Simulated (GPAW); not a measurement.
Pt:

```xyz
2
Lattice="2.7607 0.0000 0.0000 -1.3803 2.3908 0.0000 0.0000 0.0000 4.7921" Properties=species:S:1:pos:R:3 pbc="T T T"
Pt    0.0000    1.5939    1.1980
Pt    1.3803    0.7969    3.5941
```

This isn't the form of Pt at room conditions, which is fcc.

- Program: GPAW 26.7.0
- Task: relaxation of cell and atoms
- Functional: PBEsol
- Dispersion: D3(BJ)+ATM
- Potentials or basis: PAW data sets generated in the run's folder for this functional
- Cutoff: 600 eV
- Basis: pw
- k mesh: 8 × 8 × 4
- Occupations: fermi-dirac, width 0.05 eV
- Spin: no spin polarisation

At the start: pressure -15.8 GPa; volume 15.81 Å³/atom.

How do energy, volume and symmetry change on relaxing?

Over 7 steps the energy falls by 55.6 meV/atom and the volume is 14.83 Å³/atom (-6.2 %); space group P6_3/mmc (No. 194, to 0.05 Å).

The path:
| step | energy change (eV) | largest force (eV/Å) | pressure (GPa) | volume (Å³) |
| --- | --- | --- | --- | --- |
| 1 | 0.0000 | 0.0000 | -15.81 | 31.63 |
| 2 | -0.0800 | 0.0000 | -8.08 | 30.59 |
| 3 | -0.1064 | 0.0000 | 1.26 | 29.57 |
| 4 | -0.1081 | 0.0000 | 0.39 | 29.65 |
| 5 | -0.1110 | 0.0000 | -0.55 | 29.72 |
| 6 | -0.1112 | 0.0000 | -0.22 | 29.68 |
| 7 | -0.1112 | 0.0000 | -0.03 | 29.66 |

Final structure:
```cif
data_structure
_symmetry_space_group_name_H-M 'P 1'
_symmetry_Int_Tables_number 1
_cell_length_a 2.7252
_cell_length_b 2.7252
_cell_length_c 4.6110
_cell_angle_alpha 90.000
_cell_angle_beta 90.000
_cell_angle_gamma 120.000
_cell_volume 29.66
loop_
_atom_site_label
_atom_site_type_symbol
_atom_site_fract_x
_atom_site_fract_y
_atom_site_fract_z
_atom_site_occupancy
Pt1 Pt 0.33333 0.66667 0.25000 1
Pt2 Pt 0.66667 0.33333 0.75000 1
```

Caveat: later steps reuse the first step's grids; pairwise dispersion overbinds metals, which lowers pressure and volume.
